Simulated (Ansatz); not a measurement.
Start of a relaxation of P:

```cif
data_structure
_symmetry_space_group_name_H-M 'Pmma'
_symmetry_Int_Tables_number 51
_cell_length_a 6.5304
_cell_length_b 3.1381
_cell_length_c 4.5033
_cell_angle_alpha 90.000
_cell_angle_beta 90.000
_cell_angle_gamma 90.000
_cell_volume 92.29
loop_
_atom_site_label
_atom_site_type_symbol
_atom_site_symmetry_multiplicity
_atom_site_Wyckoff_symbol
_atom_site_fract_x
_atom_site_fract_y
_atom_site_fract_z
_atom_site_occupancy
P1 P 4 j 0.41309 0.50000 0.20188 1
P2 P 2 c 0.00000 0.00000 0.50000 1
```

Theory: DFT PBE, scalar-relativistic, plane waves, PAW (Ansatz). Cutoff 420 eV, Gaussian smearing, Γ-centred meshes. Cell and atoms relax first on a coarse mesh and then on a finer one. In between, the cell is made exact in the group found at 0.06 Å. In metals the finer mesh still leaves noise of several meV/atom or more. The steps can't lower the symmetry of their start. No spin polarisation.

A guess keeps its type if space group and coordination stay and the shape of the cell changes little (axis ratios within about 15 %, angles within 6°); the volume may change.

Question: Does it keep its structure type, or change into something else?

Answer: It doesn't keep its type. The symmetry goes from Pmma (No. 51) to Pmmm (No. 47), and the primitive cell from 6 to 3 atoms. The volume per atom grows by 4.7 %, from 15.4 to 16.1 Å³. The shortest distance goes from 2.13 Å (P–P) to 2.33 Å (P–P). Counting neighbours within 15 % of an atom's shortest distance, the start has P 4 and the end P 5/6. In detail, at the end P on a site of symmetry mm2 is surrounded by 5 P at 2.33–2.43 Å; P on a site of symmetry mmm has 6 P at 2.40–2.43 Å.

```xyz
3
Lattice="2.4009 0.0000 0.0000 0.0000 3.5912 0.0000 0.0000 0.0000 5.6010" Properties=species:S:1:pos:R:3 pbc="T T T"
P     0.0000    1.7956    1.1655
P     0.0000    1.7956    4.4355
P     0.0000    0.0000    2.8005
```

Energies count from the standard state of P at the same level. The references include black phosphorus.

Question: At what energy does it end?

Answer: +0.19 eV/atom. So it is a metastable form at best.

The last run used an 18×14×8 mesh (in the run's order of axes) for its 3-atom cell and Gaussian smearing of 0.10 eV. The reference form of P is held partly by dispersion forces, which this level lacks. A later test with randomly moved atoms led to a structure 101 meV/atom lower, so this end is a saddle point or a shallow minimum.

In counts of neighbours, a slash parts the counts of unlike sites.
